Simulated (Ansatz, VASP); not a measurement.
AlNi in VASP and in Ansatz

```xyz
2
Lattice="2.8810 0.0000 0.0000 0.0000 2.8810 0.0000 0.0000 0.0000 2.8810" Properties=species:S:1:pos:R:3 pbc="T T T"
Al    0.0000    0.0000    0.0000
Ni    1.4405    1.4405    1.4405
```

Alike in both runs: task relaxation of cell and atoms; functional LDA; k mesh 16 × 16 × 16; occupations methfessel-paxton of order 1, width 0.1 eV; no spin polarisation.

|  | VASP | Ansatz |
| --- | --- | --- |
| version | VASP 6.6.1 | Ansatz 0.2.0 |
| potentials or method | VASP PAW LDA potentials, release 64 (Al, Ni) | scalar-relativistic, plane waves, PAW |
| plane-wave cutoff (eV) | 600 | 420 |
| valence electrons in the cell | 13 | 21 |

|  | VASP | Ansatz | Ansatz less VASP |
| --- | --- | --- | --- |
| gap on the k mesh at the Fermi level, each at its own relaxed structure (eV) | none | none | - |
| relaxed volume (Å³/atom) | 11.38 | 11.36 | -0.016 |
| relaxed cell length with the largest relative difference (Å) | 2.834 | 2.832 | -0.0014 |
| energy change over the relaxation (meV/atom) | -16 | -17 | -1.0 |

A gap of «none» marks a metal or a gap that the smearing closes. The two sets of potentials don't hold the same shells in valence.

Spin polarisation is off, so any magnetic state and its effect on volume and gap are missing. Zero-point motion and thermal expansion aren't in these numbers. LDA usually gives volumes a few per cent too small.
